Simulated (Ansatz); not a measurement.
RuO₂:
```cif
data_O4Ru2
_chemical_formula_sum 'Ru2 O4'
_space_group_name_H-M_alt 'P42/mnm'
_space_group_IT_number 136
_space_group_name_Hall '-P 4n 2n'
_cell_length_a 4.46662
_cell_length_b 4.46662
_cell_length_c 3.09313
_cell_angle_alpha 90.000
_cell_angle_beta 90.000
_cell_angle_gamma 90.000
loop_
_atom_site_label
_atom_site_type_symbol
_atom_site_symmetry_multiplicity
_atom_site_Wyckoff_symbol
_atom_site_fract_x
_atom_site_fract_y
_atom_site_fract_z
_atom_site_occupancy
Ru1 Ru 2 a 0.00000 0.00000 0.00000 1
O1 O 4 f 0.30613 0.30613 0.00000 1
```

Relaxed with PBEsol.

Task: Decompose the optical modes at the zone centre into irreducible representations, and say which are infrared and Raman allowed.

Result: Point group 4/mmm: Γ_opt = A1g + A2g + A2u + B1g + 2B1u + B2g + Eg + 3Eu. Infrared: A2u, Eu. Raman: A1g, B1g, B2g, Eg.

Task: Assign frequencies (DFPT, plane-wave PAW PBEsol (Ansatz code)).

Result: B1g 179, B1u 189, Eu 287, A2g 414, Eu 423, Eg 510, A2u 550, B1u 584, A1g 625, Eu 645, B2g 711 cm⁻¹.

Subscripts of B labels follow the axes of the standard setting.

Space group P4_2/mnm (rutile). The cell was relaxed with PBEsol under the symmetry of its start. No spin polarisation was allowed. As this level gives no gap, phonon frequencies hold no LO–TO term and depend on the k-mesh and smearing (Fermi–Dirac, 0.1 eV here).

Potentials: the earlier of the program's two PAW sets. The files were generated under PBE; for other functionals the program regenerates the frozen cores, and for LDA and PBEsol the local potential too.
